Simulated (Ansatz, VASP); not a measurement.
# F in two plane-wave programs

Wanted: the spread between two codes on one cell, functional and k mesh. The cell is taken from a series of runs on this material, whose earlier steps may have relaxed, scaled, displaced or heated it; both programs get it as it stands.

Method: plane waves, with VASP 6.6.1 beside it; dielectric response at LDA, in Ansatz 0.2.0.

### 1. Set-up

Symmetry: C2/c, No. 15, monoclinic system. Conventional cell: a = 5.113 Å, b = 3.168 Å, c = 6.622 Å, α = 90.00°, β = 94.87°, γ = 90.00°. Nearest to F lie 1 F at 1.41 Å.

As a file:

```cif
data_structure
_symmetry_space_group_name_H-M 'C2/c'
_symmetry_Int_Tables_number 15
_cell_length_a 5.1126
_cell_length_b 3.1681
_cell_length_c 6.6216
_cell_angle_alpha 90.000
_cell_angle_beta 94.870
_cell_angle_gamma 90.000
_cell_volume 106.86
loop_
_atom_site_label
_atom_site_type_symbol
_atom_site_symmetry_multiplicity
_atom_site_Wyckoff_symbol
_atom_site_fract_x
_atom_site_fract_y
_atom_site_fract_z
_atom_site_occupancy
F1 F 8 f 0.75558 0.15975 0.59796 1
```

### 2. VASP: dielectric response, LDA

The response to a field tests empty states and converges slowly with the mesh.

Lines of VASP's logs that name or quote its potential files are left out, and so is its time.

Input file INCAR:

```
SYSTEM = F
PREC = Accurate
ENCUT = 520
EDIFF = 1E-08
NELM = 120
ISMEAR = 0
SIGMA = 0.01
LREAL = .FALSE.
ALGO = Normal
GGA = CA
NBANDS = 20
LORBIT = 11
LWAVE = .FALSE.
LCHARG = .FALSE.
ISIF = 2
LEPSILON = .TRUE.
LASPH = .TRUE.
GGA_COMPAT = .FALSE.
KPAR = 2
```

Input file POSCAR:

```
F
1.0
    2.5563224246     -1.5840272486      0.0000000000
    2.5563224246      1.5840272486      0.0000000000
   -0.5621106040      0.0000000000      6.5977088989
F
4
Direct
    0.5958328800      0.9153359700      0.5979555000
    0.0846640300      0.4041671200      0.9020445000
    0.4041671200      0.0846640300      0.4020445000
    0.9153359700      0.5958328800      0.0979555000
```

Input file KPOINTS:

```
Automatic mesh
0
Gamma
8 8 4
0 0 0
```

The projector-augmented-wave data sets are F (LDA family, release 64).

The run is started by

```sh
mpirun -np 2 vasp_std
```

Numbers of over 12 decimals in the logs are rounded to 6 here.

The log of the run:

```text
[banner, memory and clock lines left out]
running    2 mpi-ranks, on    1 nodes
 distrk:  each k-point on    1 cores,    2 groups
 distr:  one band on    1 cores,    1 groups

 POSCAR found type information on POSCAR F
 POSCAR found :  1 types and       4 ions
 LDA part: xc-table for (Slater(with rela. corr.)+CA(PZ))
 , standard interpolation
 POSCAR, INCAR and KPOINTS ok, starting setup
 FFT: planning ... GRIDC
 FFT: planning ... GRID_SOFT
 FFT: planning ... GRID
 WAVECAR not read
 entering main loop
       N       E                     dE             d eps       ncg     rms          rms(c)
DAV:   1     0.179782397567E+03    0.17978E+03   -0.16825E+04  3140   0.134E+03
DAV:   2    -0.217586789631E+01   -0.18196E+03   -0.17722E+03  4340   0.316E+02
DAV:   3    -0.104412453252E+02   -0.82654E+01   -0.82248E+01  3588   0.659E+01
DAV:   4    -0.104926207564E+02   -0.51375E-01   -0.51371E-01  3320   0.597E+00
DAV:   5    -0.104928959089E+02   -0.27515E-03   -0.27515E-03  3584   0.424E-01    0.110E+01
DAV:   6    -0.916507290234E+01    0.13278E+01   -0.47300E-01  3280   0.754E+00    0.618E+00
DAV:   7    -0.865255758372E+01    0.51252E+00   -0.66368E-01  3256   0.830E+00    0.687E-01
DAV:   8    -0.864940306799E+01    0.31545E-02   -0.81767E-02  3348   0.225E+00    0.113E-01
DAV:   9    -0.864929592942E+01    0.10714E-03   -0.10589E-03  3420   0.276E-01    0.599E-02
DAV:  10    -0.864927055696E+01    0.25372E-04   -0.16152E-04  3348   0.117E-01    0.235E-02
DAV:  11    -0.864926696156E+01    0.35954E-05   -0.17882E-05  3328   0.456E-02    0.535E-03
DAV:  12    -0.864926662668E+01    0.33488E-06   -0.10203E-06  3468   0.910E-03    0.170E-03
DAV:  13    -0.864926665188E+01   -0.25198E-07   -0.74357E-08  3320   0.242E-03    0.102E-03
DAV:  14    -0.864926664282E+01    0.90590E-08   -0.12959E-08  2048   0.132E-03
   1 F= -.86492666E+01 E0= -.86492666E+01  d E =-.804158E-76
 Linear response reoptimize wavefunctions to high precision
DAV:   1    -0.864926664309E+01   -0.27376E-09   -0.12723E-09  1988   0.331E-04
DAV:   2    -0.864926664302E+01    0.68212E-10   -0.72860E-11  1680   0.821E-05
 Linear response G [H, r] |phi>, progress :
  Direction:   1
       N       E                     dE             d eps       ncg     rms
RMM:   1    -0.985552220849E+02   -0.98555E+02    0.93754E+01  5567   0.973E+01
RMM:   2    -0.988387352124E+02   -0.28351E+00   -0.18407E+00  4855   0.976E+00
RMM:   3    -0.988474232829E+02   -0.86881E-02   -0.15848E-02  5100   0.850E-01
RMM:   4    -0.988475914554E+02   -0.16817E-03   -0.54002E-04  5362   0.134E-01
RMM:   5    -0.988475942664E+02   -0.28110E-05   -0.32503E-06  5420   0.105E-02
RMM:   6    -0.988475943033E+02   -0.36896E-07    0.37637E-08  4711   0.979E-04
RMM:   7    -0.988475943039E+02   -0.62431E-09    0.76489E-08  3371   0.133E-04
 Linear response G [H, r] |phi>, progress :
  Direction:   2
       N       E                     dE             d eps       ncg     rms
RMM:   1    -0.100740507905E+03   -0.10074E+03    0.71578E+01  6342   0.991E+01
RMM:   2    -0.978863319300E+02    0.28542E+01   -0.34992E+00  4968   0.149E+01
RMM:   3    -0.978936232508E+02   -0.72913E-02   -0.19775E-02  5179   0.107E+00
RMM:   4    -0.978937355559E+02   -0.11231E-03   -0.16268E-04  5387   0.788E-02
RMM:   5    -0.978937369977E+02   -0.14418E-05   -0.29153E-06  5415   0.845E-03
RMM:   6    -0.978937370378E+02   -0.40099E-07   -0.14695E-08  5023   0.860E-04
RMM:   7    -0.978937370402E+02   -0.24254E-08    0.22983E-09  3313   0.123E-04
 Linear response G [H, r] |phi>, progress :
  Direction:   3
       N       E                     dE             d eps       ncg     rms
RMM:   1    -0.978552376588E+02   -0.97855E+02    0.10632E+02  7956   0.984E+01
RMM:   2    -0.942138849671E+02    0.36414E+01   -0.55091E+00  4844   0.194E+01
RMM:   3    -0.942441494238E+02   -0.30264E-01   -0.64874E-02  5239   0.195E+00
RMM:   4    -0.942445101837E+02   -0.36076E-03   -0.38723E-04  5243   0.139E-01
RMM:   5    -0.942445132629E+02   -0.30792E-05   -0.64765E-06  5334   0.148E-02
RMM:   6    -0.942445133344E+02   -0.71532E-07   -0.10053E-07  5159   0.146E-03
RMM:   7    -0.942445133353E+02   -0.81909E-09   -0.13357E-08  3668   0.192E-04
 Linear response to external field (no local field effect), progress :
  Direction:   1
       N       E                     dE             d eps       ncg     rms          rms(c)
RMM:   1    -0.947164356134E-01   -0.94716E-01   -0.13591E-01  6194   0.183E+00
RMM:   2    -0.993440126473E-01   -0.46276E-02   -0.11389E-03  5034   0.250E-01
RMM:   3    -0.993465217926E-01   -0.25091E-05   -0.55431E-06  5165   0.154E-02
RMM:   4    -0.993465639566E-01   -0.42164E-07   -0.53234E-08  5196   0.134E-03
RMM:   5    -0.993465645761E-01   -0.61951E-09   -0.66496E-10  3514   0.128E-04
 change of polarisation eV/A/(eV/A) component  1 :     0.199     0.016    -0.032
 dielectric tensor                  component  1 :     1.673     0.053    -0.109
 Linear response to external field (no local field effect), progress :
  Direction:   2
       N       E                     dE             d eps       ncg     rms          rms(c)
RMM:   1    -0.158089746203E+00   -0.15809E+00   -0.52959E-01  6632   0.257E+00
RMM:   2    -0.174665051786E+00   -0.16575E-01   -0.40759E-03  4979   0.450E-01
RMM:   3    -0.174678341262E+00   -0.13289E-04   -0.24750E-05  5243   0.301E-02
RMM:   4    -0.174678595704E+00   -0.25444E-06   -0.21883E-07  5291   0.265E-03
RMM:   5    -0.174678599207E+00   -0.35024E-08   -0.40634E-09  4102   0.261E-04
 change of polarisation eV/A/(eV/A) component  2 :     0.016     0.349     0.018
 dielectric tensor                  component  2 :     0.053     2.183     0.061
 Linear response to external field (no local field effect), progress :
  Direction:   3
       N       E                     dE             d eps       ncg     rms          rms(c)
RMM:   1    -0.383665963227E+00   -0.38367E+00   -0.20139E+00  6748   0.362E+00
RMM:   2    -0.388490224600E+00   -0.48243E-02   -0.10538E-02  5008   0.607E-01
RMM:   3    -0.388493238722E+00   -0.30141E-05   -0.54026E-05  5275   0.417E-02
RMM:   4    -0.388493770019E+00   -0.53130E-06   -0.44263E-07  5281   0.337E-03
RMM:   5    -0.388493776265E+00   -0.62467E-08   -0.11139E-08  4135   0.361E-04
 change of polarisation eV/A/(eV/A) component  3 :    -0.032     0.018     0.777
 dielectric tensor                  component  3 :    -0.109     0.061     3.631
 Linear response to external field, progress :
  Direction:   1
       N       E                     dE             d eps       ncg     rms          rms(c)
RMM:   1    -0.947164356134E-01   -0.94716E-01   -0.13591E-01  6194   0.183E+00
RMM:   2    -0.993440126840E-01   -0.46276E-02   -0.11389E-03  5034   0.250E-01    0.475E-01
RMM:   3    -0.959379432918E-01    0.34061E-02   -0.22181E-03  4620   0.368E-01    0.279E-01
RMM:   4    -0.974818121574E-01   -0.15439E-02   -0.21904E-03  4717   0.367E-01    0.120E-01
RMM:   5    -0.991665337686E-01   -0.16847E-02   -0.38243E-04  4930   0.152E-01    0.303E-02
RMM:   6    -0.996232042183E-01   -0.45667E-03   -0.96028E-06  5031   0.289E-02    0.746E-03
RMM:   7    -0.997972532134E-01   -0.17405E-03   -0.81008E-07  5144   0.804E-03    0.103E-03
RMM:   8    -0.998050257520E-01   -0.77725E-05   -0.24991E-08  4898   0.122E-03    0.252E-04
RMM:   9    -0.998080640525E-01   -0.30383E-05   -0.22572E-09  5109   0.378E-04    0.331E-05
RMM:  10    -0.998081271135E-01   -0.63061E-07   -0.15938E-11  2448   0.568E-05    0.140E-05
RMM:  11    -0.998081301716E-01   -0.30580E-08   -0.40661E-11  2217   0.465E-05    0.275E-06
 change of polarisation eV/A/(eV/A) component  1 :     0.186     0.016    -0.024
 dielectric tensor                  component  1 :     1.631     0.053    -0.083
 Linear response to external field, progress :
  Direction:   2
       N       E                     dE             d eps       ncg     rms          rms(c)
RMM:   1    -0.158089746203E+00   -0.15809E+00   -0.52959E-01  6632   0.257E+00
RMM:   2    -0.174665049788E+00   -0.16575E-01   -0.40759E-03  4979   0.450E-01    0.140E+00
RMM:   3    -0.156143931905E+00    0.18521E-01   -0.10445E-01  5293   0.215E+00    0.107E+00
RMM:   4    -0.142371349666E+00    0.13773E-01   -0.22301E-02  4967   0.105E+00    0.248E-01
RMM:   5    -0.145763480194E+00   -0.33921E-02   -0.51507E-03  5300   0.521E-01    0.613E-02
RMM:   6    -0.145562359104E+00    0.20112E-03   -0.26405E-04  5302   0.120E-01    0.344E-02
RMM:   7    -0.146028941518E+00   -0.46658E-03   -0.43195E-05  5168   0.504E-02    0.583E-03
RMM:   8    -0.146073622036E+00   -0.44681E-04   -0.16645E-06  5334   0.813E-03    0.148E-03
RMM:   9    -0.146050732337E+00    0.22890E-04   -0.11046E-07  5353   0.242E-03    0.609E-04
RMM:  10    -0.146048884877E+00    0.18475E-05   -0.37395E-08  5386   0.100E-03    0.798E-05
RMM:  11    -0.146047851347E+00    0.10335E-05   -0.73738E-09  4114   0.118E-04    0.214E-05
RMM:  12    -0.146047641054E+00    0.21029E-06   -0.78909E-11  2270   0.397E-05    0.102E-05
RMM:  13    -0.146047509074E+00    0.13198E-06   -0.33781E-10  1605   0.336E-05    0.484E-06
 change of polarisation eV/A/(eV/A) component  2 :     0.016     0.276     0.017
 dielectric tensor                  component  2 :     0.054     1.935     0.057
 Linear response to external field, progress :
  Direction:   3
       N       E                     dE             d eps       ncg     rms          rms(c)
RMM:   1    -0.383665963227E+00   -0.38367E+00   -0.20139E+00  6748   0.362E+00
RMM:   2    -0.388490240982E+00   -0.48243E-02   -0.10538E-02  5008   0.607E-01    0.258E+00
RMM:   3    -0.326883224898E+00    0.61607E-01   -0.28300E-01  5222   0.363E+00    0.147E+00
RMM:   4    -0.296034907134E+00    0.30848E-01   -0.21018E-02  4751   0.167E+00    0.428E-01
RMM:   5    -0.306533400549E+00   -0.10498E-01   -0.93543E-03  5286   0.760E-01    0.810E-02
RMM:   6    -0.305702931049E+00    0.83047E-03   -0.54147E-04  5319   0.173E-01    0.539E-02
RMM:   7    -0.306626530825E+00   -0.92360E-03   -0.89612E-05  5274   0.811E-02    0.418E-03
RMM:   8    -0.306737596427E+00   -0.11107E-03   -0.25892E-06  5183   0.103E-02    0.250E-03
RMM:   9    -0.306709495698E+00    0.28101E-04   -0.16446E-07  5215   0.321E-03    0.539E-04
RMM:  10    -0.306704380268E+00    0.51154E-05   -0.10003E-08  5381   0.732E-04    0.963E-05
RMM:  11    -0.306703841351E+00    0.53892E-06   -0.31409E-09  4431   0.142E-04    0.304E-05
RMM:  12    -0.306703666035E+00    0.17532E-06   -0.51559E-10  1777   0.331E-05    0.140E-05
RMM:  13    -0.306703816374E+00   -0.15034E-06   -0.11045E-08  2112   0.456E-05    0.190E-06
 change of polarisation eV/A/(eV/A) component  3 :    -0.024     0.018     0.576
 dielectric tensor                  component  3 :    -0.083     0.060     2.950
 Born effective charges drift removed
```

Parts of OUTCAR (step 2):

```text
ion  position               nearest neighbor table
   1  0.596  0.915  0.598-   3 1.41
   2  0.085  0.404  0.902-   4 1.41
   3  0.404  0.085  0.402-   1 1.41
   4  0.915  0.596  0.098-   2 1.41

  LATTYP: Found a base centered monoclinic cell.
 ALAT       =     5.1126448492
 B/A-ratio  =     0.6196508051
 C/A-ratio  =     1.2951439236
 COS(beta)  =    -0.0848903102

 Subroutine GETGRP returns: Found  4 space group operations
 (whereof  2 operations were pure point group operations)

The static configuration has the point symmetry S_2 .
 The point group associated with its full space group is C_2h.

 Found     78 irreducible k-points:

   k-points           NKPTS =     78   k-points in BZ     NKDIM =     78   number of bands    NBANDS=     20

   dimension x,y,z NGX =    24 NGY =   24 NGZ =   50
   dimension x,y,z NGXF=    48 NGYF=   48 NGZF=  100

   ENCUT  =  520.0 eV  38.22 Ry    6.18 a.u.   5.59  5.59 12.31*2*pi/ulx,y,z

   NELECT =      28.0000    total number of electrons

 k-points in reciprocal lattice and weights: Automatic mesh
   0.00000000  0.00000000  0.00000000       0.004
   0.12500000  0.00000000 -0.00000000       0.016
   0.25000000  0.00000000 -0.00000000       0.016
   0.37500000  0.00000000  0.00000000       0.016
   0.50000000  0.00000000 -0.00000000       0.008
   0.12500000  0.12500000 -0.00000000       0.008
   0.25000000  0.12500000  0.00000000       0.016
   0.37500000  0.12500000 -0.00000000       0.016
   0.50000000  0.12500000 -0.00000000       0.016
[...]
-0.37500000  0.37500000  0.50000000       0.008
   0.50000000  0.50000000  0.50000000       0.004

 average (electrostatic) potential at core
       1 -83.0187       2 -83.0187       3 -83.0187       4 -83.0187

  Total       -0.5387033     -0.8136112     -1.3437158      0.0000000      0.0000000      0.0614914
  in kB      -16.1532072    -24.3964173    -40.2917910      0.0000000      0.0000000      1.8438418
  external PRESSURE =     -26.9471385 kB  Pullay stress =       0.0000000 kB

  energy-cutoff  :      520.00
  volume of cell :       53.43
      direct lattice vectors                 reciprocal lattice vectors
     2.556322425 -1.584027249  0.000000000     0.195593480 -0.315651136  0.016664144
     2.556322425  1.584027249  0.000000000     0.195593480  0.315651136  0.016664144
    -0.562110604  0.000000000  6.597708899     0.000000000  0.000000000  0.151567766

 POSITION                                       TOTAL-FORCE (eV/Angst)
 -----------------------------------------------------------------------------------
      3.52692      0.50610      3.94514        -0.003554      0.060121     -0.088324
      0.74256      0.50610      5.95143         0.003554      0.060121      0.088324
      1.02362     -0.50610      2.65257         0.003554     -0.060121      0.088324
      3.80797     -0.50610      0.64628        -0.003554     -0.060121     -0.088324
 -----------------------------------------------------------------------------------
    total drift:                                0.000000      0.000000     -0.000000

 MACROSCOPIC STATIC DIELECTRIC TENSOR (including local field effects in DFT)
 ------------------------------------------------------
           1.630995     0.000000    -0.082869
           0.000000     1.935447     0.000000
          -0.082869     0.000000     2.949792
 ------------------------------------------------------

 PIEZOELECTRIC TENSOR (including local field effects)  for field in x, y, z        (C/m^2)
          XX          YY          ZZ          XY          YZ          ZX
  --------------------------------------------------------------------------------
  x     0.00000     0.00000     0.00000     0.00000     0.00000     0.00000
  y     0.00000     0.00000     0.00000     0.00000     0.00000     0.00000
  z     0.00000     0.00000     0.00000     0.00000     0.00000     0.00000

 BORN EFFECTIVE CHARGES (including local field effects) (in |e|, cummulative output)
 ---------------------------------------------------------------------------------
 ion    1
    1     0.00000     0.01495     0.00000
    2     0.01423     0.00000    -0.09539
    3     0.00000    -0.14362     0.00000
 ion    2
    1     0.00000    -0.01495     0.00000
    2    -0.01423     0.00000     0.09539
    3     0.00000     0.14362     0.00000
 ion    3
    1     0.00000     0.01495     0.00000
    2     0.01423     0.00000    -0.09539
    3     0.00000    -0.14362     0.00000
 ion    4
    1     0.00000    -0.01495     0.00000
    2    -0.01423     0.00000     0.09539
    3     0.00000     0.14362     0.00000
```

Energies printed during the response cycles are not total energies of the cell. The dielectric response converges more slowly with the mesh than energies do, so tensor and charges may still move on a finer one.

[end of part 1 of 2]

[Lines on the potential files, build, host, timing and source positions are cut from VASP's logs without a mark.]

[Logs are printed without paths, hosts, clocks, repeated set-up lines and the standing remarks that a program may print on its own settings, such as how far it seeks lower states.]

[Hosts, paths, dates, database ids (printed as entryN), source tags and the programs' standing remarks are cut or masked in the printed files.]
